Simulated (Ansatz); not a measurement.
The system is Mo.

```
CELL_PARAMETERS angstrom
-1.58381 1.58381 1.58381
1.58381 -1.58381 1.58381
1.58381 1.58381 -1.58381
ATOMIC_POSITIONS crystal
Mo 0.00000 0.00000 0.00000
```

* Program: Ansatz 0.2.0
* Task: relaxation of cell and atoms
* Functional: revPBE
* Dispersion: D3(BJ)
* Potentials or basis: Ansatz PAW
* Cutoff: 420 eV (not typed: the program's choice for these potentials)
* k mesh: 12 × 12 × 12
* Occupations: fermi-dirac, width 0.05 eV
* Spin: no spin polarisation

At the start: volume 15.89 Å³/atom.

Task: Where does the relaxation end?

Result: It ends after 5 steps and the volume is 15.09 Å³/atom (-5.1 %); space group Im-3m (No. 229, to 0.05 Å).

The path:
```
step  energy change (eV)  largest force (eV/Å)  volume (Å³)
   1              0.0000                0.0000        15.89
   2             -0.0345                0.0000        15.21
   3             -0.0354                0.0000        15.08
   4             -0.0354                0.0000        15.09
   5             -0.0350                0.0000        15.09
```

Final structure:
```xyz
1
Lattice="-1.5566 1.5566 1.5566 1.5566 -1.5566 1.5566 1.5566 1.5566 -1.5566" Properties=species:S:1:pos:R:3 pbc="T T T"
Mo    0.0000    0.0000    0.0000
```

Caveat: the plane-wave basis is chosen anew once the cell has moved, so the energies of steps on either side of that aren't comparable; the PAW data sets come from PBE, with cores solved anew for the run's functional, which leaves a small shift of forces and pressure.
